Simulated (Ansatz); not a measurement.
# Hf: reading a single point

```
CELL_PARAMETERS angstrom
0.00000 2.38483 2.38483
2.38483 0.00000 2.38483
2.38483 2.38483 0.00000
ATOMIC_POSITIONS crystal
Hf 0.00000 0.00000 0.00000
```

The numbers come from plane-wave PAW DFT (Ansatz): PBE, no spin polarisation, 420 eV, 12×12×12 Γ-centred k points, gaussian occupations (width 0.0388 eV). Nothing was relaxed.

Problem. Describe some of the short contacts.

Solution. Hf–Hf at 3.37 Å: least valence density 0.15 e/Å³ and ELF 0.32 there. These are pseudo-fields; inside the PAW spheres they differ from the all-electron ones.

Problem. Is the cell too large or too small?

Solution. The pressure is -13.7 GPa (compression positive), so with the atoms held at these fractions the cell would first shrink.

Problem. Is there a gap?

Solution. It is a metal, with about 1.8 states/eV a cell as the mean within 0.25 eV of the Fermi level, mostly Hf d (85 %).

Origin: a known structure type with other elements, at an estimated volume, so it need not be a known compound. Caveats: many states at the Fermi level without spin polarisation, so a magnetic state may lie lower.
